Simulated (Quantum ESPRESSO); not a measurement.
**Zn in Quantum ESPRESSO: the effect of strain**

Crystal: Zn.

```
Zn
1.0
     0.00000    1.96478    1.96478
     1.88618    0.00000    1.96478
     1.88618    1.96478    0.00000
Zn
1
Cartesian
  0.0000 0.0000 0.0000
```

This isn't the form of Zn at room conditions, which is hcp.

Alike in all runs:

```yaml
Program: Quantum ESPRESSO 7.5
Task: single point
Functional: PBEsol
Potentials_or_basis: GBRV 1.5 PBEsol
Cutoff: 762 eV
Density_cutoff: 6095 eV
k_mesh: 12 × 12 × 12
Occupations: fermi-dirac, width 0.05 eV
Spin: no spin polarisation
Kind_of_strain: uniaxial_x
Mixing_beta: 0.5
Most_SCF_iterations: 120
SCF_threshold: 2e-10 Ry
```

| strain | pressure (GPa) |
| --- | --- |
| -0.04 | -2.3 |
| -0.02 | -3.9 |
| -0.01 | ? |
| 0 | -5.2 |
| 0.01 | -5.7 |
| 0.02 | -6.2 |
| 0.04 | -7.0 |

What does the run with strain -0.01 give?

Pressure -4.5 GPa.

Worked out: A parabola through the other rows of the pressure, of slope -65 GPa per unit of strain there, gives -4.6 GPa, against the run's -4.5.
